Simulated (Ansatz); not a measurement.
**A convergence test on GaN (F-43m): k mesh of the hybrid**

Wanted: the cheapest k mesh of the hybrid that holds the HSE06 gap of GaN (F-43m).

Main program and level: Ansatz 0.2.0; DFT, HSE06, plane waves, PAW; PAW set soft_1.

## (1) The structure

It takes space group F-43m (No. 216, cubic). Conventional cell: a = 4.507 Å, b = 4.507 Å, c = 4.507 Å, α = 90.00°, β = 90.00°, γ = 90.00°. Nearest to Ga lie 4 N at 1.95 Å. N has 4 Ga at 1.95 Å nearest. Farther neighbours and most contacts between anions are not listed.

The cell and positions are those that the Materials Project relaxed with its own functionals (PBE, PBE+U or r2SCAN), kept fixed. This is not the form that GaN usually takes at ambient conditions.

## (2) k mesh of the hybrid: 4×4×4

input.yaml

```yaml
crystal:
  lattice:
    - [0.0, 2.2535006075, 2.2535006075]
    - [2.2535006075, 0.0, 2.2535006075]
    - [2.2535006075, 2.2535006075, 0.0]
  atoms:
    - { symbol: Ga, position: [0.0, 0.0, 0.0] }
    - { symbol: "N", position: [0.75, 0.75, 0.75] }
kpoints:
  mp_grid: { grid: [4, 4, 4] }
  band_path:
    path:
      - [0.0, 0.0, 0.0]
      - [-0.5, -0.5, 0.0]
      - [-0.375, -0.375, 0.25]
      - [-0.375, 0.0, 0.375]
      - [0.0, 0.0, 0.5]
      - [-0.5, -0.25, 0.25]
    npoints: 1
hamiltonian:
  xc: hse06
  pseudopotentials: { kind: paw, azcp: { folder: soft_1 } }
scf:
  occupations: { method: fixed }
  n_extra_bands: 4
output:
  eigenvalues: true
  write_density: true
  write_potential: true
  elf: true
  volumetric_format: npy
```

On the command line:

```sh
> ansatz run input.yaml --threads 3 --pin off --max-ram 92160MiB --backend cuda --events-out ev --progress --plain --runs-dir out --devices 1 --max-vram 13GiB
```

Numbers of over 12 decimals in the logs are rounded to 6 here.

What it wrote:

```text
scf.n_extra_bands = 4 over 9 filled bands (N_el = 18.0): the run solves 13 bands
GPUs: using 1 of 1 available (devices: 1).
Engine: ansatz 0.2.0, x86_64-unknown-linux-gnu
Pseudopotentials: kind: paw
Pseudopotential: Ga, paw, valence charge 13, recommended cutoff 420 eV (normal), soft_1/Ga.paw.azcp
Pseudopotential: N, paw, valence charge 5, recommended cutoff 420 eV (normal), soft_1/N.paw.azcp
Functional definition: HSE06
  parameter a = 0.25
  parameter omega = 0.11/bohr
  exchange = pbe_x - a*pbe_x_sr(omega) + a*exact_x_sr(omega)
  correlation = pbe_c
davidson cushion auto → on  (no smearing: the cushion is to keep the highest requested band from converging to the state above it; pin scf.eigensolver.cushion to override)
device memory: the entry about to start is reckoned to put 0.7 GiB on a device that reports 58.0 GiB free (of which the cap on the GPU budget leaves the run 13.0 GiB)
GPU FFT provider: cuFFT
GPU libraries: cuBLAS 13.8.2, cuFFT 12.4.0, cuSOLVER 12.3.4
Crystal: 2 atoms, lattice volume = 22.888 Å³
Basis set: ecut = 420 eV, 459 PW (Γ)
Bands: 13, of which v1, the nominal top of the filled ones, is band 9 counted from 1 (8 counted from 0)
Symmetry: 24 space group operations
Space group: F-43m (ITA 216), of the structure as read, at distance tolerance 2.8e-5 Å
k-points: 8 of 64 (time reversal used)
Non-local potential: Ga, projectors of the file, l = 0: 2, l = 1: 2, l = 2: 3, l = 3: 1
Non-local potential: N, projectors of the file, l = 0: 2, l = 1: 2, l = 2: 1
PAW form: soft (Blöchl's): semilocal exchange-correlation on the pseudo side does not see the compensation charge
PAW frozen core: Ga, regenerated for the run's functional, and the local potential with it (the file was generated under x = pbe(κ = 0.804, μ = 0.219515), c = pbe(β = 0.066725))
PAW frozen core: N, regenerated for the run's functional, and the local potential with it (the file was generated under x = pbe(κ = 0.804, μ = 0.219515), c = pbe(β = 0.066725))
PAW one-centre angular grid: Ga, 590 points (default); XC on 64 Gauss nodes
PAW one-centre angular grid: N, 110 points (default); XC on 64 Gauss nodes
Initial density: superposition of atomic densities (chi_scale 0.1, normalization cell, long waves kept (reshape's long-wave potential 0.00 eV rms))
Initial wavefunctions: pseudopotential atomic-orbital guess
GPU buffer pool allocated for 13824 grid points (all kernels)
GPU transforms: local potential and band sums: pruned to the plane-wave sphere, on 24×24×24
Functional: x = pbe(κ = 0.804, μ = 0.219515), c = pbe(β = 0.066725), warm-up for x = pbe(κ = 0.804, μ = 0.219515) + 0.25 (exact − pbe) at short range (hse, ω = 0.207870 Å⁻¹), c = pbe(β = 0.066725); HSE06 as pw.x's `hse` composes it (authors' and Libxc's form: `xc: wpbeh`)
SCF iter   1: F=—  HF=-4168.530087 eV  |F-HF|=—  |Δ(HF+E_count)|=         —  Δρ=1.14e-1  dr2=2.61e0  ethr=1.00e-1  ⟨swp⟩=4.6  Hψ=321  notcnv=0
preconditioner: auto → none  [insulator: Δε(μ)=2.562 eV  Ē_g=19.138 eV  n_scr=8 (ndim 8)  ℏωp=32.9 eV  f_vac=0.000]
SCF iter   2: F=—  HF=-4167.967902 eV  |F-HF|=—  |Δ(HF+E_count)|=   5.62e-1  Δρ=6.19e-2  dr2=5.27e-1  ethr=1.45e-2  ⟨swp⟩=3.4  Hψ=282  notcnv=0
iter 3 solved again at ethr=2.57e-4 eV; its pass at ethr=2.93e-3 eV (dr2=4.63e-2 eV) is discarded
SCF iter   3: F=—  HF=-4167.847482 eV  |F-HF|=—  |Δ(HF+E_count)|=   1.20e-1  Δρ=2.09e-2  dr2=4.67e-2  ethr=2.57e-4  ⟨swp⟩=2.4  Hψ=502  notcnv=0
SCF iter   4: F=—  HF=-4167.845806 eV  |F-HF|=—  |Δ(HF+E_count)|=   1.68e-3  Δρ=6.66e-3  dr2=4.66e-3  ethr=2.57e-4  ⟨swp⟩=2.0  Hψ=240  notcnv=0
SCF iter   5: F=-4167.843610 eV  HF=-4167.843628 eV  |F-HF|=1.85e-5  |Δ(HF+E_count)|=   2.18e-3  Δρ=9.45e-4  dr2=9.23e-5  ethr=2.59e-5  ⟨swp⟩=3.0  Hψ=302  notcnv=0
SCF 1 stopped early in 5 iterations: F = -4167.843610 eV  dr2 = 9.23e-5
  greatest PAW one-centre occupation: 0.995 electrons in one spin orbital (limit 2), on the Ga atom at site 0 (counted from 0), in its partial waves of l = 2
[...]
Frozen-core exchange: fock
SCF iter   1: F=—  HF=-4168.346094 eV  |F-HF|=—  |Δ(HF+E_count)|=         —  Δρ=1.97e-2  dr2=3.56e-2  ethr=5.13e-6  ⟨swp⟩=5.4  Hψ=513  notcnv=0
preconditioner: auto → none  [insulator: Δε(μ)=2.962 eV  Ē_g=21.995 eV  n_scr=8 (ndim 8)  ℏωp=32.9 eV  f_vac=0.001]
SCF iter   2: F=—  HF=-4168.329489 eV  |F-HF|=—  |Δ(HF+E_count)|=   1.66e-2  Δρ=2.82e-3  dr2=1.74e-3  ethr=5.13e-6  ⟨swp⟩=4.0  Hψ=438  notcnv=0
SCF iter   3: F=—  HF=-4168.337171 eV  |F-HF|=—  |Δ(HF+E_count)|=   7.68e-3  Δρ=1.95e-3  dr2=3.87e-4  ethr=4.92e-6  ⟨swp⟩=3.4  Hψ=338  notcnv=0
SCF iter   4: F=—  HF=-4168.337074 eV  |F-HF|=—  |Δ(HF+E_count)|=   9.70e-5  Δρ=2.00e-4  dr2=1.17e-5  ethr=1.97e-6  ⟨swp⟩=3.0  Hψ=277  notcnv=0
SCF iter   5: F=-4168.337142 eV  HF=-4168.337143 eV  |F-HF|=9.61e-7  |Δ(HF+E_count)|=   6.99e-5  Δρ=1.66e-4  dr2=2.54e-6  ethr=2.73e-8  ⟨swp⟩=4.0  Hψ=395  notcnv=0
SCF 2 stopped early in 5 iterations: F = -4168.337142 eV  dr2 = 2.54e-6
hybrid outer 1: dexx = +8.272e-3 eV, tail = 3.76e-5 eV
GPU FFT provider: cuFFT
GPU libraries: cuBLAS 13.8.2, cuFFT 12.4.0, cuSOLVER 12.3.4
GPU buffer pool allocated for 13824 grid points (all kernels)
GPU transforms: local potential and band sums: pruned to the plane-wave sphere, on 24×24×24
Exchange kernel: α = 0.2500, screened, ω = 0.2079 Å⁻¹, Wigner–Seitz truncation, v(0) = 972.1259 eV·Å³, q-mesh 4×4×4, nearest image of the exchange supercell L = 12.75 Å, pair-density grid 15×15×15, without the augmentation charges, whose exchange is taken in its separable form by FFT convolution over the k-point mesh (sized by the pseudopotential files, 18×18×18 at the most), smooth part of the exact exchange by density-matrix convolution in up to 588.6 MiB of GPU memory as planned if the GPU has room (build and FFT work areas not counted)
Frozen-core exchange: fock
SCF iter   1: F=—  HF=-4168.336893 eV  |F-HF|=—  |Δ(HF+E_count)|=         —  Δρ=6.59e-5  dr2=7.29e-7  ethr=1.04e-6  ⟨swp⟩=3.0  Hψ=263  notcnv=0
preconditioner: auto → none  [insulator: Δε(μ)=2.991 eV  Ē_g=21.802 eV  n_scr=8 (ndim 8)  ℏωp=32.9 eV  f_vac=0.002]
iter 2 solved again at ethr=2.45e-10 eV; its pass at ethr=3.78e-9 eV (dr2=4.42e-8 eV) is discarded
SCF iter   2: F=-4168.336893 eV  HF=-4168.336893 eV  |F-HF|=3.83e-8  |Δ(HF+E_count)|=   4.84e-7  Δρ=2.02e-5  dr2=9.60e-8  ethr=2.45e-10  ⟨swp⟩=2.0  Hψ=642  notcnv=0
SCF 3 converged in 2 iterations: F = -4168.336893 eV  dr2 = 9.60e-8
hybrid outer 2: dexx = +3.089e-7 eV, tail = 2.68e-7 eV, Δε = 2.99e-3 eV (about 3.42e-4 eV left of the loop's levels)
device memory: the entry about to start is reckoned to put 0.3 GiB on a device that reports 56.3 GiB free (of which the cap on the GPU budget leaves the run 13.0 GiB)
NSCF: frozen V_eff on 6 k-points
hybrid SCF converged: 2 outer / 7 inner (+5 warm-up), last move |dexx| = 3.09e-7 eV, tail = 2.68e-7 eV
Stability not checked: this state was not tested for a lower state beside it, because the functional holds exact exchange (a hybrid, or Hartree-Fock), whose exchange loop this test does not read (fock_operator; see scf.lower_state_search)
Free energy (F): -4168.336893 eV
Frozen-core exchange: fock
Harris-Foulkes:  -4168.336893 eV  (|F-HF|=3.83e-8)
Internal energy: -4168.336893 eV  (E = F + TS)
E sigma→0 (E₀):  -4168.336893 eV
Fermi energy:    8.829202 eV
--- Per-component energies (eV) ---
  E_band       = -46.576146
  E_kinetic    = 240.275559
  E_local      = -1417.545863  (includes V_loc(G=0)·N_el)
  E_nonlocal   = -54.758822
  E_hartree    = 900.849822
  E_xc         = -98.416445
  E_vxc        = -104.551194  (∫ρ·V_xc dr)
  E_exx        = -62.006233  (= α·E_x^exact, valence–valence)
  E_paw        = -2089.390871  (= ΣΔE_a)
  E_vpaw       = -387.693887  (= ΣTr[D̂ρ^β])
  E_aug_tail   = 0.000810  (compensation charges beyond the density's cutoff)
  E_ewald      = -1587.434954
  E_core_change = 0.090104  (= ΣΔE_core)
  E_smearing   = -0.000000  (= −TS)
  E_closure    = -0.000000  (closes the sum)
  Σ components = -4168.336893   (vs F -4168.336893, Δ=-9.09e-13)
--- Band table (eV; the first three rows and the last of 8) ---
  k-point 0: bands = [... 5 lower, -6.5566, 8.8292, 8.8292, 8.8292, 11.8201, 20.7413, 20.7413, 20.7413]
  k-point 1: bands = [... 5 lower, -6.2922, 4.7110, 8.2731, 8.2731, 14.2876, 19.2283, 21.2204, 21.2204]
  k-point 2: bands = [... 5 lower, -4.8293, 1.2945, 7.7916, 7.7916, 14.9079, 19.2438, 20.7174, 20.7174]
  k-point 7: bands = [... 5 lower, -4.0015, 2.7948, 4.8198, 4.9833, 16.3359, 19.1298, 20.7347, 21.4574]
```

Run time: 10 s. Hardware: 1 × NVIDIA H100 80GB HBM3 (shared by 6 runs) with 3 threads of AMD EPYC 7R13 (Zen 3), shared host; peak memory 1 GiB; 8 s of CPU time.

This step gave:

| Item | Value |
| --- | --- |
| gap | 2.991 eV |
| valence top at | Γ |
| conduction bottom at | Γ |
| least direct gap | 2.991 eV |
| exact-exchange fraction | 0.25 |

The gap is direct, at Γ.

## (3) k mesh of the hybrid: 8×8×8

Edit input.yaml of step 2 so:

```diff
@@ -9,3 +9,3 @@
 kpoints:
-  mp_grid: { grid: [4, 4, 4] }
+  mp_grid: { grid: [8, 8, 8] }
   band_path:
@@ -27,5 +27 @@
   eigenvalues: true
-  write_density: true
-  write_potential: true
-  elf: true
-  volumetric_format: npy
```

What it wrote:

```text
[...]
GPUs: using 1 of 1 available (devices: 1).
[...]
GPU FFT provider: cuFFT
GPU libraries: cuBLAS 13.8.2, cuFFT 12.4.0, cuSOLVER 12.3.4
Crystal: 2 atoms, lattice volume = 22.888 Å³
Basis set: ecut = 420 eV, 459 PW (Γ)
Bands: 13, of which v1, the nominal top of the filled ones, is band 9 counted from 1 (8 counted from 0)
Symmetry: 24 space group operations
[...]
k-points: 29 of 512 (time reversal used)
[...]
E sigma→0 (E₀):  -4168.390731 eV
Fermi energy:    8.806857 eV
[...]
--- Band table (eV; the first three rows and the last of 29) ---
  k-point 0: bands = [... 5 lower, -6.5544, 8.8069, 8.8069, 8.8069, 11.7632, 20.7341, 20.7341, 20.7341]
  k-point 1: bands = [... 5 lower, -6.5560, 7.2477, 8.6332, 8.6332, 12.9155, 20.0182, 20.9965, 20.9965]
  k-point 2: bands = [... 5 lower, -6.2993, 4.6803, 8.2474, 8.2474, 14.2505, 19.2101, 21.2130, 21.2130]
  k-point 28: bands = [... 5 lower, -4.0272, 2.7739, 4.7909, 4.9562, 16.3195, 19.1057, 20.7229, 21.4337]
[key lines of the parts left out:]
Free energy (F): -4168.390731 eV
```

It took 17 s on 1 × NVIDIA H100 80GB HBM3 (shared by 6 runs) with 3 threads; peak memory 1.3 GiB; 21 s of CPU time.

This step gave:

| Property | Result |
| --- | --- |
| gap | 2.956 eV |
| valence top at | Γ |
| conduction bottom at | Γ |
| least direct gap | 2.956 eV |

The gap is 2.956 eV, −0.035 eV from the run before at this level.

## (4) The series

Differences are against the last row; a negative gap means that bands overlap, and a run with a band path holds that path's time. Times are wall times on 1 × NVIDIA H100 80GB HBM3 (shared by 6 runs) with 3 threads of AMD EPYC 7R13 (Zen 3), shared host, good to a factor of about two.

| k mesh of the hybrid | gap (eV) | direct gap (eV) | gap error (eV) | energy error (meV/atom) | irreducible k | time |
| --- | --- | --- | --- | --- | --- | --- |
| 4×4×4 | 2.991 | 2.991 | +0.035 | +26.9 | 8 | 10 s |
| 8×8×8 | 2.956 | 2.956 | +0.000 | +0.0 | 29 | 17 s |

## (5) Results

- 4×4×4: 2.991 eV
- 8×8×8: 2.956 eV

In words: The gap holds to 0.02 eV from 8×8×8 on, the last run itself, so the series does not show convergence. At 4×4×4 the gap is off by +0.035 eV and the energy by +27 meV/atom. The gap is read over the mesh and added points near the edges, so meshes differ mainly through the density and, for a hybrid, the exchange operator.

[Paths, hosts, dates, memory and timing lines, banners, echoed tables and standing remarks are left out of the program output.]

[Logs are printed without paths, hosts, clocks, repeated set-up lines and the standing remarks that a program may print on its own settings, such as how far it seeks lower states.]

[Runs of the session that timed out or met a known fault of the program may be left out.]

[Cells called generated may have been cut or substituted from an entry of the Crystallography Open Database or the Materials Project.]

[Hosts, paths, dates, database ids (printed as entryN), source tags and the programs' standing remarks are cut or masked in the printed files.]
